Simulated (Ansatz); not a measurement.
# Structure types of Si2Ni compared at 0.077 GPa

Structure types of Si2Ni are relaxed in primitive cells with their symmetry kept at 0.077 GPa, first on PAW files, then by LAPW. The enthalpy is E + pV at zero temperature, without zero-point motion. Only the types listed were tried, and differences under about 5 meV/atom are mesh noise. The real phase may be another.

Level of theory: DFT with PBE, scalar-relativistic, in Ansatz 0.2.0; Fermi–Dirac smearing of 0.1 eV, no spin polarisation. LAPW: all electrons, basis error target 0.5 meV/atom; PAW: frozen-core files, cutoff 420 eV.

k meshes: fluorite 10×10×10, MoSi2 15×15×15.

Spin polarisation is left out, though a magnetic state may lie lower.

| start type | ends as | a, b, c (Å) | V (Å³/atom) | H − H(lowest), LAPW (meV/atom) |
| --- | --- | --- | --- | --- |
| fluorite | fluorite, Fm-3m | 5.445, 5.445, 5.445 | 13.45 | 0.0 |
| MoSi2 | MoSi2, I4/mmm | 3.312, 3.312, 7.034 | 12.86 | ? |

Task: Give the missing entry: row "MoSi2", column "H − H(lowest), LAPW (meV/atom)".

Result: 370.8.
